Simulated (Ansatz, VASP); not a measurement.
## P in VASP and in Ansatz

File INCAR:

```
SYSTEM = P
PREC     = Accurate       ! precision mode
ENCUT    = 520            ! plane-wave cutoff, eV
EDIFF    = 1E-7           ! SCF threshold, eV
ISMEAR   = -1             ! smearing method
SIGMA    = 0.1            ! smearing width, eV
LREAL    = .False.        ! projectors in reciprocal space
LASPH    = .True.         ! aspherical terms in the spheres
NELM     = 100            ! most SCF steps
ALGO     = Normal         ! electronic algorithm
ISIF     = 2              ! what is computed and relaxed
LWAVE    = .False.        ! write WAVECAR
LCHARG   = .True.         ! write CHGCAR
GGA      = RP             ! functional
LELF     = .True.         ! ELF
LVHAR    = .True.       
NBANDS   = 8              ! bands
```

KPOINTS

```
regular mesh
0
Gamma
  14 14 14
  0 0 0
```

File POSCAR:

```
P
1.0
    2.5508327357      0.0000000000      0.0000000000
    0.0000000000      2.5508327357      0.0000000000
    0.0000000000      0.0000000000      2.5508327357
P
1
Direct
    0.0000000000      0.0000000000      0.0000000000
```

Input for Ansatz:

```yaml
crystal:
  lattice:
    - [2.5508327357, 0.0, 0.0]
    - [0.0, 2.5508327357, 0.0]
    - [0.0, 0.0, 2.5508327357]
  atoms:
    - { symbol: P, position: [0.0, 0.0, 0.0] }
hamiltonian:
  xc: rpbe
  pseudopotentials:
    kind: paw
    azcp:
      P: "pseudopotentials/P.paw.azcp"
basis:
  ecutwfc: 420
  fft_grid_basis: typed
kpoints:
  mp_grid: { grid: [14, 14, 14], shift: [0, 0, 0] }
magnetization:
  spin_polarized: false
scf:
  occupations: { method: fermi_dirac, width: 0.1 }
  lower_state_search: "off"
output:
  stress: true
```

Alike in both runs: task single point; functional RPBE; k mesh 14 × 14 × 14; occupations fermi-dirac, width 0.1 eV; no spin polarisation.

```csv
,VASP,Ansatz
version,VASP 6.6.1,Ansatz 0.2.0
potentials or method,"VASP PAW PBE potentials, release 64 (P)","plane waves (420 eV) with PAW, scalar-relativistic"
plane-wave cutoff (eV),520,420
valence electrons in the cell,5,5
```

```tsv
	VASP	Ansatz	Ansatz less VASP
pressure (GPa)	-9.4	-8.9	+0.41
```

With one functional, cell and mesh, what is left measures potentials, basis and numerics.

Caveats: the PAW data sets were made with another functional, which shifts forces and pressure a little (VASP).
